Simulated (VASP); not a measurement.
C:

```
CELL_PARAMETERS angstrom
2.52210 0.00000 0.00000
-1.26105 2.18420 0.00000
0.00000 0.00000 8.23710
ATOMIC_POSITIONS crystal
C 0.66667 0.33333 0.84375
C 0.33333 0.66667 0.34375
C 0.66667 0.33333 0.65625
C 0.33333 0.66667 0.15625
C 0.00000 0.00000 0.90625
C 0.00000 0.00000 0.40625
C 0.00000 0.00000 0.59375
C 0.00000 0.00000 0.09375
```

This is a hexagonal form of diamond, not graphite.

Base run:

* Program: VASP 6.6.1
* Functional: rSCAN
* Potentials or basis: VASP PAW PBE potentials, release 64 (C)
* Cutoff: 520 eV
* k mesh: 12 × 12 × 4
* Occupations: fermi-dirac, width 0.05 eV
* Spin: no spin polarisation

Its results: band gap on the k mesh 4.66 eV, indirect (least direct gap 5.40 eV).

The run is repeated on the same cell with these changes: functional from rSCAN to RPBE. What comes out?

Band gap on the k mesh 4.41 eV, indirect (least direct gap 5.18 eV).

rSCAN gives the wider gap, since meta-GGAs in the generalised Kohn-Sham scheme recover part of the derivative discontinuity.

Not every run made on this cell is shown here.
